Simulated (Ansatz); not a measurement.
# Se under compression and expansion

```
Se
1.0
     4.35517    0.00000    0.00000
    -2.17758    3.77169    0.00000
     0.00000    0.00000    4.94945
Se
3
Cartesian
  0.9451 0.0000 0.8249
  -0.4725 0.8185 4.1245
  1.7050 2.9532 2.4747
```

Conventional cell: a = 4.355 Å, b = 4.355 Å, c = 4.949 Å, α = 90.00°, β = 90.00°, γ = 120.00°. Se (atom 1) has 2 Se at 2.32 Å as nearest neighbours.

The cell comes from COD entry 9008579, which wasn't checked; take it as a given geometry.

Levels of theory: DFT, PBE, all-electron LAPW, scalar-relativistic (Ansatz 0.2.0); DFT, PBE, PAW with Ansatz's default frozen-core files, scalar-relativistic (Ansatz 0.2.0).

For LAPW: a Γ-centred 8×8×6 k mesh, Fermi–Dirac smearing of 0.03 eV, basis error target 0.5 meV/atom, no spin polarisation. PAW takes a cutoff of 420 eV at this cell. The Ansatz runs share mesh, smearing and spin set-up. Plane-wave (PAW) pressures include the program's estimate of the Pulay term.

The cell above is scaled evenly, with fractional coordinates and shape held.

```json
{"V/V(cell)": "0.9400", "V (Å³/atom)": "25.474", "P, LAPW (GPa)": "10.41", "P, PAW (GPa)": "10.43", "gap on the k mesh, LAPW (eV)": "1.19"}
{"V/V(cell)": "0.9600", "V (Å³/atom)": "26.016", "P, LAPW (GPa)": "8.61", "P, PAW (GPa)": "8.63", "gap on the k mesh, LAPW (eV)": "1.17"}
{"V/V(cell)": "0.9800", "V (Å³/atom)": "26.558", "P, LAPW (GPa)": "6.99", "P, PAW (GPa)": "7.00", "gap on the k mesh, LAPW (eV)": "1.15"}
{"V/V(cell)": "0.9900", "V (Å³/atom)": "26.829", "P, LAPW (GPa)": "6.23", "P, PAW (GPa)": "6.25", "gap on the k mesh, LAPW (eV)": "1.13"}
{"V/V(cell)": "1.0000", "V (Å³/atom)": "27.100", "P, LAPW (GPa)": "5.52", "P, PAW (GPa)": "5.53", "gap on the k mesh, LAPW (eV)": "1.12"}
{"V/V(cell)": "1.0100", "V (Å³/atom)": "27.371", "P, LAPW (GPa)": "4.83", "P, PAW (GPa)": "4.85", "gap on the k mesh, LAPW (eV)": "1.11"}
{"V/V(cell)": "1.0200", "V (Å³/atom)": "27.642", "P, LAPW (GPa)": "4.18", "P, PAW (GPa)": "4.20", "gap on the k mesh, LAPW (eV)": "1.10"}
{"V/V(cell)": "1.0400", "V (Å³/atom)": "28.184", "P, LAPW (GPa)": "2.98", "P, PAW (GPa)": "2.99", "gap on the k mesh, LAPW (eV)": "1.09"}
{"V/V(cell)": "1.0600", "V (Å³/atom)": "28.726", "P, LAPW (GPa)": "1.89", "P, PAW (GPa)": "1.90", "gap on the k mesh, LAPW (eV)": "1.07"}
```
